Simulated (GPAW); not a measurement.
ZnS (Wurtzite-4H):

```
CELL_PARAMETERS angstrom
3.82270 0.00000 0.00000
-1.91135 3.31056 0.00000
0.00000 0.00000 12.52000
ATOMIC_POSITIONS crystal
Zn 0.66667 0.33333 0.75000
Zn 0.33333 0.66667 0.25000
Zn 0.00000 0.00000 0.50000
Zn 0.00000 0.00000 0.00000
S 0.66667 0.33333 0.93750
S 0.33333 0.66667 0.43750
S 0.00000 0.00000 0.68750
S 0.00000 0.00000 0.18750
```

Base run:

| Property | Result |
| --- | --- |
| Program | GPAW 26.7.0 |
| Functional | LDA |
| Potentials or basis | the program's PAW data sets (release 1.2.1) made for this functional |
| Cutoff | 600 eV |
| Basis | pw |
| k mesh | 5 × 5 × 2 |
| Occupations | fermi-dirac, width 0.05 eV |
| Spin | no spin polarisation |

Its results: band gap on the k mesh 1.87 eV, direct; pressure -5.1 GPa; largest force 0.042 eV/Å.

**Question.** The run is repeated on the same cell with these changes: functional from LDA to PBEsol; potentials or basis from the program's PAW data sets (release 1.2.1) made for this functional to PAW data sets generated in the run's folder for this functional. What comes out?

**Answer.** Band gap on the k mesh 1.98 eV, direct; pressure -2.2 GPa; largest force 0.043 eV/Å.

Not every run made on this cell is shown here.
